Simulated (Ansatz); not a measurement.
# Stack of 1T-GeClBr under honeycomb BP, shifted by a third of the diagonal in a perpendicular field

Wanted: the out-of-plane response of the stack of 1T-GeClBr under honeycomb BP, shifted by a third of the diagonal. A positive field points along +c.

Main program and level: Ansatz 0.2.0; plane-wave DFT, LDA, Ansatz PAW, in the first sound run; inputs show where later runs differ.

Most raw output is cut from this account.

## 1. The starting structure

The cell holds 5 atoms: 1 Br, 1 Ge, 1 Cl, 1 P and 1 B. Cell: a = 3.187 Å, b = 3.187 Å, c = 42.634 Å, α = 90.0°, β = 90.0°, γ = 120.0°. Regions: layer 1: 1T-GeClBr, 3 atoms (1 Br, 1 Ge and 1 Cl); layer 2: honeycomb BP, 2 atoms (1 P and 1 B). Vacuum lies along c.

## 2. Relaxation

The starting cell is a guess, so the in-plane lattice and the atoms are relaxed first, with the slab cut off from its images along the normal.

Contents of input.yaml:

```yaml
crystal:
  lattice:
    - [3.18682, 0.0, 0.0]
    - [-1.59341, 2.7598670773, 0.0]
    - [0.0, 0.0, 42.6344938975]
  atoms:
    - { symbol: Br, position: [0.6666666667, 0.3333333333, 0.4315754291] }
    - { symbol: Ge, position: [0.0, 0.0, 0.4666281358] }
    - { symbol: Cl, position: [0.3333333333, 0.6666666667, 0.4945407338] }
    - { symbol: P, position: [0.0, 0.0, 0.5684245709] }
    - { symbol: B, position: [0.6666666667, 0.3333333333, 0.5684245709] }
  periodic: [true, true, false]
kpoints:
  mp_grid: { grid: [12, 12, 1] }
hamiltonian:
  xc: lda
scf:
  occupations: { method: fermi_dirac, width: 0.05 }
  convergence: { dr2_threshold: 1.0e-09 }
relax:
  f_tol: 0.004
  max_steps: 90
  cell: {}
output:
  write_potential: true
  write_density: true
  volumetric_format: npy
```

Run with:

```
$ ansatz run input.yaml --threads 4 --pin off --max-ram 6144MiB --backend cpu --events-out ev --progress --plain --runs-dir out
```

It took 65 s on 4 threads of Arm Neoverse V1, shared host; peak memory 0.73 GiB; 4.2 min of CPU time.

The steps of the relaxation:

| step | energy less that of the first step (eV) | largest force component (eV/Å) | volume (Å³) |
| --- | --- | --- | --- |
| 1 | 0.0000 | 5.8883 | 374.98 |
| 2 | -2.0362 | 3.5524 | 387.14 |
| 3 | -2.9806 | 0.9327 | 398.33 |
| 4 | -3.1643 | 0.2122 | 405.89 |
| 5 | -3.1778 | 0.0878 | 410.08 |
| 6 | -3.1794 | 0.0216 | 411.43 |
| 7 | -3.1804 | 0.0097 | 411.57 |
| 8 | -3.1805 | 0.0054 | 411.90 |
| 9 | -3.1805 | 0.0011 | 411.93 |
| 10* | -3.1854 | 0.0010 | 411.93 |
| 11 | -3.1854 | 0.0004 | 412.21 |
| 12* | -3.1854 | 0.0004 | 412.21 |

Relaxation steps marked * repeat the geometry before them on a plane-wave basis chosen anew for their cell, so energy and pressure can jump there.

The run keeps the 6 symmetry operations that it works with, so distortions that break them were not tested.

| cell as run | before | after | change |
| --- | --- | --- | --- |
| a (Å) | 3.187 | 3.341 | +4.8 % |
| b (Å) | 3.187 | 3.341 | +4.8 % |

The atoms that moved most (Å, along periodic axes as changes of fractional coordinates times the final cell, across vacuum about the mean position):

| atom | dx | dy | dz | length |
| --- | --- | --- | --- | --- |
| Br1 | 0.000 | 0.000 | -0.654 | 0.654 |
| B5 | 0.000 | 0.000 | 0.323 | 0.323 |
| P4 | 0.000 | 0.000 | 0.315 | 0.315 |
| Cl3 | 0.000 | 0.000 | 0.276 | 0.276 |
| Ge2 | 0.000 | 0.000 | -0.260 | 0.260 |

The relaxed structure:

```xyz
5
Lattice="3.3413 0.0000 0.0000 -1.6706 2.8936 0.0000 0.0000 0.0000 42.6345" Properties=species:S:1:pos:R:3
Br    1.6706    0.9645   17.7462
Ge    0.0000    0.0000   19.6340
Cl    0.0000    1.9291   21.3608
P     0.0000    0.0000   24.5499
B     1.6706    0.9645   24.5570
```

The lattice constant a goes from 3.187 to 3.341 Å.

## 3. Atoms held, field 0

A sawtooth potential applies the field, turning back in the middle of the vacuum. With the dipole correction the typed value is the field outside the slab. The induced dipole is small, so the SCF threshold is tight.

The cell differs from the one that the last finished run ended in (c 42.634 → 24.811 Å).

Contents of input.yaml:

```yaml
crystal:
  lattice:
    - [3.3412764276, 0.0, 0.0]
    - [-1.6706382138, 2.8936302673, 0.0]
    - [0.0, 0.0, 24.8108224518]
  atoms:
    - { symbol: Br, position: [0.6666666667, 0.3333333333, 0.3627449278] }
    - { symbol: Ge, position: [0.0, 0.0, 0.4388304943] }
    - { symbol: Cl, position: [0.3333333333, 0.6666666667, 0.508432124] }
    - { symbol: P, position: [0.0, 0.0, 0.636965416] }
    - { symbol: B, position: [0.6666666667, 0.3333333333, 0.6372550722] }
kpoints:
  mp_grid: { grid: [18, 18, 1] }
  band_path:
    path: [[0, 0, 0], [0.5, 0, 0], [0.33333333, 0.33333333, 0], [0, 0, 0]]
    npoints: 16
hamiltonian:
  xc: lda
scf:
  occupations: { method: fermi_dirac, width: 0.02585 }
  convergence: { dr2_threshold: 1.0e-10 }
efield:
  axis: 3
  dipole_correction: true
  ramp_position: 0.97
  ramp_width: 0.06
  amplitude: 0
output:
  dos: { projected: true, e_range: [-6, 5] }
  bader: true
  write_potential: true
  write_density: true
  volumetric_format: npy
  elf: true
```

Wall time 22 s (4 threads); peak memory 0.64 GiB; 86 s of CPU time.

This step gave:

| Property | Result |
| --- | --- |
| dipole along the normal | -0.01455 e·Å |
| gap along the path | 0.8312 eV |
| smallest direct gap along the path | 0.8312 eV |
| step between the vacuum levels | 0.2724 eV |
| ionisation energy, upper face | 5.505 eV |
| electron affinity, upper face | 4.674 eV |
| ionisation energy, lower face | 5.233 eV |
| gap, the smaller of path and mesh | 0.8312 eV |

Running mean over a fixed 2.6 Å (it still follows the layers) of the planar mean; the ramp of the sawtooth is left out. The electron's electrostatic potential energy less the Fermi level by z:

| z (Å) | electron's electrostatic potential energy less the Fermi level (eV) |
| --- | --- |
| 4 | 4.82 |
| 5 | 4.82 |
| 6 | 4.78 |
| 7 | 4.06 |
| 8 | -1.63 |
| 9 | -5.17 |
| 10 | -8.05 |
| 11 | -5.72 |
| 12 | -6.01 |
| 13 | -1.65 |
| 14 | 0.468 |
| 15 | -4.86 |
| 16 | -6.28 |
| 17 | -1.88 |
| 18 | 4.43 |
| 19 | 5.06 |
| 20 | 5.09 |
| 21 | 5.09 |

The density of states has structure finer than the step of the table below, so its rows give means over 0.25 eV, whole bins alone (the curve runs from -6 to 2.41 eV). Peaks (eV: height): -5.480: 11.9, -5.010: 4.73, -4.350: 10.9, -4.020: 7.44, -3.900: 8.19, -3.020: 5.11, 1.310: 6.39.

Table of density of states by energy, zero at the Fermi level of the run, which the smearing sets inside the gap; means over each step:

| energy (eV) | density of states (states/eV a cell) |
| --- | --- |
| -5.75 | 1.94 |
| -5.50 | 4.72 |
| -5.25 | 3.29 |
| -5.00 | 3.34 |
| -4.75 | 1.98 |
| -4.50 | 3.39 |
| -4.25 | 5.97 |
| -4.00 | 4.68 |
| -3.75 | 3.29 |
| -3.50 | 2.71 |
| -3.25 | 3.08 |
| -3.00 | 3.40 |
| -2.75 | 2.26 |
| -2.50 | 2.78 |
| -2.25 | 3.73 |
| -2.00 | 2.22 |
| -1.75 | 2.15 |
| -1.50 | 2.35 |
| -1.25 | 1.96 |
| -1.00 | 1.77 |
| -0.75 | 0.323 |
| -0.50 | 0.132 |
| -0.25 | 0 |
| 0.00 | 0 |
| 0.25 | 0 |
| 0.50 | 0.153 |
| 0.75 | 0.742 |
| 1.00 | 1.83 |
| 1.25 | 3.37 |
| 1.50 | 2.59 |
| 1.75 | 2.09 |
| 2.00 | 1.81 |
| 2.25 | 2.25 |

Projected DOS per atom over height of the atomic layer and energy from the Fermi level. Layers: Br Ge Cl BP from below.

Ten even steps from '_' (0.00 states/eV) to '@' (2.11 states/eV), each cell a mean:
```
__--__::
__==__..
::**....
..--....
______..
________
________
________
________
::..::..
--......
==......
**::::::
==__::::
--__++::
--__==::
==..**--
@@..%%::
::..--..
--..++..
++--##..
....::..
```
Columns: height of the atomic layer (Å) from 9 to 15.8 (not evenly spaced); rows upwards: energy from the Fermi level (eV) from -5.96 to 2.41.

The electronic bands at the labelled points (eV, zero at the Fermi level of the run, which the smearing sets inside the gap):

| point | band 15 | band 16 | band 17 | band 18 | band 19 | band 20 | band 21 | band 22 |
| --- | --- | --- | --- | --- | --- | --- | --- | --- |
| Γ | -2.13 | -1.50 | -1.50 | -1.39 | 2.51 | 3.73 | 3.82 | 3.82 |
| halfway | -3.17 | -2.96 | -2.16 | -1.31 | 1.58 | 2.65 | 3.47 | 3.62 |
| M | -3.81 | -2.67 | -2.60 | -1.35 | 0.78 | 1.30 | 1.99 | 2.64 |
| halfway | -4.23 | -3.74 | -2.20 | -1.03 | 0.87 | 1.23 | 2.17 | 3.30 |
| K | -4.33 | -4.04 | -2.31 | -0.42 | 0.42 | 1.28 | 1.58 | 3.57 |
| halfway | -3.69 | -3.01 | -2.65 | -1.22 | 1.81 | 2.56 | 3.68 | 3.83 |
| Γ | -2.13 | -1.50 | -1.50 | -1.39 | 2.51 | 3.73 | 3.82 | 3.82 |

Electrostatic potential energy in the ca plane at fractional y = 0.333, with atoms of Br and B within 0.2 Å of it. With pseudopotentials it is smooth inside the atoms' cores, unlike the true potential.

Values in eV, 5 rows by 16 columns, each cell a mean:
```
 -8 -34  -3  -1   2   4   4  -4 -14   3   5   5   5   5   5   5
-24 -56 -10   1   3   4   4 -18 -43   1   5   5   5   5   5   5
 -9 -35  -3   0   2   4   4  -5 -15   3   5   5   5   5   5   5
  3   0  -2  -6  -2   0   4  -1  -4   3   5   5   5   5   5   5
  3   1  -2  -7  -2   0   4  -1  -5   3   5   5   5   5   5   5
```
Columns run along c (16.0 Å, from fractional 0.31 to 0.96 of the cell; values clipped at the 3rd and 97th percentile), rows up along a (3.3 Å). Atoms in or near the plane, at fractional coordinates: Br at (0.36, 0.67), B at (0.64, 0.67).

ELF in the ca plane at fractional y = 0.333, with atoms of Br and B within 0.2 Å of it. It is the smooth field of the valence electrons, not physical close to the nuclei.

Ten even steps from '0' (0.00) to '9' (0.87), each cell a mean:
```
00000000013689999743322345310037899863100000
00000000024799548852100011000146655653100000
00000000025897004862000000000135201453100000
00000000025898216862000000000135422553100000
00000000014799889842211233210036888763100000
00000000001468997533332467630036898863100000
00000000000013333234434689851036777653200000
00000000000001111234444699851035666654200000
00000000000246775334433588740036888763200000
```
Columns run along c (16.0 Å, from fractional 0.15 to 0.80 of the cell), rows up along a (3.3 Å). Atoms in or near the plane, at fractional coordinates: Br at (0.36, 0.67), B at (0.64, 0.67).

Valence density in the ca plane at fractional y = 0.333, with atoms of Br and B within 0.2 Å of it. It is the smooth field of the valence electrons, not physical close to the nuclei.

Values in units of 1e-1 e/Å³, 5 rows by 16 columns, each cell a mean:
```
0.0 0.0 0.0 0.0 0.0 0.3 5.2 9.1 3.0 1.2 1.3 0.8 0.5 4.1 4.6 0.6
0.0 0.0 0.0 0.0 0.0 0.5 7.5 6.9 4.1 0.6 0.5 0.3 0.5 4.0 4.3 0.6
0.0 0.0 0.0 0.0 0.0 0.3 5.4 9.2 3.0 1.2 1.3 0.8 0.5 4.1 4.6 0.6
0.0 0.0 0.0 0.0 0.0 0.1 1.1 2.4 2.3 3.0 4.1 2.5 0.6 2.9 3.2 0.5
0.0 0.0 0.0 0.0 0.0 0.1 1.0 2.2 2.3 3.1 4.1 2.5 0.6 2.9 3.2 0.5
```
Columns run along c (16.0 Å, from fractional 0.08 to 0.72 of the cell), rows up along a (3.3 Å). Atoms in or near the plane, at fractional coordinates: Br at (0.36, 0.67), B at (0.64, 0.67).

The gap is 0.83 eV, with the valence edge 5.51 eV and the conduction edge 4.67 eV under the upper vacuum level.

## 4. Single point, field 0.1 V/Å

input.yaml: that of step 3 with these lines changed.

```diff
@@ -26,6 +26,4 @@
   ramp_width: 0.06
-  amplitude: 0
+  amplitude: 0.1
 output:
-  dos: { projected: true, e_range: [-6, 5] }
-  bader: true
   write_potential: true
@@ -33,2 +31 @@
   volumetric_format: npy
-  elf: true
```

The job ended after 13 s (4 threads; peak memory 0.61 GiB).

The dipole is 0.0298 e·Å, 0.0444 e·Å from its value without field, and the gap 0.827 eV.

## 5. Atoms held, field -0.1 V/Å

input.yaml: that of step 4 with these lines changed.

```diff
@@ -26,3 +26,3 @@
   ramp_width: 0.06
-  amplitude: 0.1
+  amplitude: -0.1
 output:
```

Elapsed: 12 s, on 4 threads; peak memory 0.61 GiB.

The dipole is -0.0589 e·Å, -0.0443 e·Å from its value without field, and the gap 0.835 eV.

## 6. Atoms held, field 0.2 V/Å

input.yaml: that of step 5 with these lines changed.

```diff
@@ -26,3 +26,3 @@
   ramp_width: 0.06
-  amplitude: -0.1
+  amplitude: 0.2
 output:
```

Wall time 13 s (4 threads); peak memory 0.61 GiB; 49 s of CPU time.

The dipole is 0.0744 e·Å, 0.0889 e·Å from its value without field, and the gap 0.821 eV.

## 7. Atoms held, field -0.2 V/Å

input.yaml: that of step 6 with these lines changed.

```diff
@@ -26,3 +26,3 @@
   ramp_width: 0.06
-  amplitude: 0.2
+  amplitude: -0.2
 output:
```

Wall time 13 s (4 threads); peak memory 0.61 GiB.

The dipole is -0.103 e·Å, -0.0885 e·Å from its value without field, and the gap 0.837 eV.

## 8. Atoms held, field 0.35 V/Å

input.yaml: that of step 7 with these lines changed.

```diff
@@ -26,4 +26,6 @@
   ramp_width: 0.06
-  amplitude: -0.2
+  amplitude: 0.35
 output:
+  dos: { projected: true, e_range: [-6, 5] }
+  bader: true
   write_potential: true
@@ -31 +33,2 @@
   volumetric_format: npy
+  elf: true
```

It took 22 s on 4 threads; peak memory 0.62 GiB.

The dipole is 0.141 e·Å, 0.156 e·Å from its value without field, and the gap 0.809 eV.

## 9. Response, atoms held

This step: plane-wave DFT, LDA, Ansatz PAW; response to a field along the normal, atoms held (Ansatz 0.2.0).

The dipoles give the slope, and the difference of two potentials shows where the field is screened.

This step gave:

```
equivalent conductor thickness p/(ε₀AE) : 8.301 Å
distance between the outer atoms        : 6.811 Å
```

Dipole of the cell against applied field:

| applied field (V/Å) | dipole of the cell (e·Å) |
| --- | --- |
| -0.200 | -0.103 |
| -0.100 | -0.0589 |
| 0.000 | -0.0146 |
| 0.100 | 0.0298 |
| 0.200 | 0.0744 |
| 0.350 | 0.141 |

Local field over the applied field, running mean. From the potentials at -0.1 and 0.1 V/Å; running mean over 2.5 Å. Table of local field over applied field by z:

| z (Å) | local field over applied field |
| --- | --- |
| 4.5 | 0.999 |
| 5.0 | 0.996 |
| 5.5 | 0.989 |
| 6.0 | 0.969 |
| 6.5 | 0.917 |
| 7.0 | 0.809 |
| 7.5 | 0.646 |
| 8.0 | 0.464 |
| 8.5 | 0.289 |
| 9.0 | 0.150 |
| 9.5 | 0.0721 |
| 10.0 | 0.0506 |
| 10.5 | 0.0510 |
| 11.0 | 0.0557 |
| 11.5 | 0.0594 |
| 12.0 | 0.0803 |
| 12.5 | 0.140 |
| 13.0 | 0.221 |
| 13.5 | 0.284 |
| 14.0 | 0.302 |
| 14.5 | 0.282 |
| 15.0 | 0.222 |
| 15.5 | 0.159 |
| 16.0 | 0.172 |
| 16.5 | 0.285 |
| 17.0 | 0.449 |
| 17.5 | 0.628 |
| 18.0 | 0.797 |
| 18.5 | 0.911 |
| 19.0 | 0.967 |
| 19.5 | 0.989 |
| 20.0 | 0.997 |
| 20.5 | 0.999 |

Electrons, planar mean, per unit field. The induced electron density by z:

| z (Å) | induced electron density (e/Å³ per V/Å) |
| --- | --- |
| 4.5 | 4.8e-6 |
| 5.0 | 1.5e-5 |
| 5.5 | 4.6e-5 |
| 6.0 | 1.4e-4 |
| 6.5 | 4.1e-4 |
| 7.0 | 0.00109 |
| 7.5 | 0.00246 |
| 8.0 | 0.00378 |
| 8.5 | 0.00221 |
| 9.0 | 6.1e-4 |
| 9.5 | 8.9e-5 |
| 10.0 | -5.2e-4 |
| 10.5 | -1.3e-5 |
| 11.0 | 1.6e-4 |
| 11.5 | 5.9e-5 |
| 12.0 | 1.1e-4 |
| 12.5 | -5.1e-4 |
| 13.0 | -0.00187 |
| 13.5 | -0.00214 |
| 14.0 | 4.3e-5 |
| 14.5 | 0.00214 |
| 15.0 | 0.00209 |
| 15.5 | -1.3e-4 |
| 16.0 | 4.0e-4 |
| 16.5 | -0.00231 |
| 17.0 | -0.00379 |
| 17.5 | -0.00257 |
| 18.0 | -0.00120 |
| 18.5 | -4.5e-4 |
| 19.0 | -1.5e-4 |
| 19.5 | -4.6e-5 |
| 20.0 | -1.3e-5 |
| 20.5 | -3.6e-6 |

The smaller of the gaps on the path and on the k-mesh, counted as 0 under 0.03 eV. The gap by applied field:

| applied field (V/Å) | gap (eV) |
| --- | --- |
| -0.200 | 0.837 |
| -0.100 | 0.835 |
| 0.000 | 0.831 |
| 0.100 | 0.827 |
| 0.200 | 0.821 |
| 0.350 | 0.809 |

By hand: between -0.1 and 0.1 V/Å the dipole changes by 0.08870 e·Å, a slope of 0.4435 e·Å²/V. A perfect conductor of thickness t has p = ε₀AEt, so t = 180.95 × 0.4435 / 9.668 = 8.30 Å (e/ε₀ = 180.95 V·Å, A in Å²).

The induced dipole is that of a conductor 8.30 Å thick.

## 10. With spin-orbit coupling, k-mesh 12×12×1

This step: plane-wave DFT, PBE, fully relativistic PAW with spin-orbit coupling (Ansatz 0.2.0).

Heavy atoms split their bands by spin-orbit coupling, so this run uses fully relativistic files and two-component states.

input.yaml: that of step 8 with these lines changed.

```diff
@@ -12,3 +12,3 @@
 kpoints:
-  mp_grid: { grid: [18, 18, 1] }
+  mp_grid: { grid: [12, 12, 1] }
   band_path:
@@ -17,6 +17,10 @@
 hamiltonian:
-  xc: lda
+  xc: pbe
+  pseudopotentials: { kind: paw_fr }
+magnetization:
+  noncollinear: true
+  spin_orbit: true
 scf:
   occupations: { method: fermi_dirac, width: 0.02585 }
-  convergence: { dr2_threshold: 1.0e-10 }
+  convergence: { dr2_threshold: 1.0e-09 }
 efield:
@@ -26,6 +30,4 @@
   ramp_width: 0.06
-  amplitude: 0.35
+  amplitude: 0
 output:
-  dos: { projected: true, e_range: [-6, 5] }
-  bader: true
   write_potential: true
@@ -33,2 +35 @@
   volumetric_format: npy
-  elf: true
```

It took 52 s on 4 threads; peak memory 1.5 GiB.

This step gave:

```
dipole along the normal            : -0.01837 e·Å
gap along the path                 : 0.8935 eV
smallest direct gap along the path : 0.8935 eV
step between the vacuum levels     : 0.3439 eV
ionisation energy, upper face      : 5.313 eV
electron affinity, upper face      : 4.420 eV
ionisation energy, lower face      : 4.970 eV
gap, the smaller of path and mesh  : 0.8935 eV
```

(Continued in part 2 of 2.)

[Logs are printed without paths, hosts, clocks, repeated set-up lines and the standing remarks that a program may print on its own settings, such as how far it seeks lower states.]

[Hosts, paths, dates, database ids (printed as entryN), source tags and the programs' standing remarks are cut or masked in the printed files.]

[Maps of the electrostatic potential energy from Ansatz leave out the sawtooth potential of an applied field or a dipole correction, so their vacuum need not be flat; planar profiles and work functions include it.]

[The density of states shown here was stored with 400 of the rows of the run's finer table, so its peaks can read low, often by over a quarter, or be missed, and its means over a window can be off by a tenth or more.]
